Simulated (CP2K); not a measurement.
The system is AlN.

```
Al N
1.0
     3.08863    0.00000    0.00000
     1.54432    2.67483    0.00000
     1.54432    0.89161    2.52186
Al N
1 1
Cartesian
  0.0000 0.0000 0.0000
  1.5443 0.8916 0.6305
```

Measurements of this composition are mostly on another form, of space group No. 186.

Base run:

```yaml
Program: CP2K 2026.2
Functional: LDA
Potentials_or_basis: POTENTIAL_UZH Al GTH-PBE-q3, N GTH-PBE-q5; TZVP-MOLOPT-PBE-GTH basis
Density_cutoff: 9184 eV
k_mesh: 10 × 10 × 10
Occupations: fermi-dirac, width 0.05 eV
Spin: no spin polarisation
```

Its results: band gap on the k mesh 3.16 eV, indirect (least direct gap 4.12 eV); pressure 3.5 GPa.

Problem. The run is repeated on the same cell with these changes: functional from LDA to optB88-vdW. What comes out?

Solution. Band gap on the k mesh 3.53 eV, indirect (least direct gap 4.38 eV); pressure 3.0 GPa.

Caveats: the potentials were made for another functional, which shifts forces and pressure; the basis of atomic orbitals isn't converged, which shifts pressures, moduli and gaps.

Not every run made on this cell is shown here.
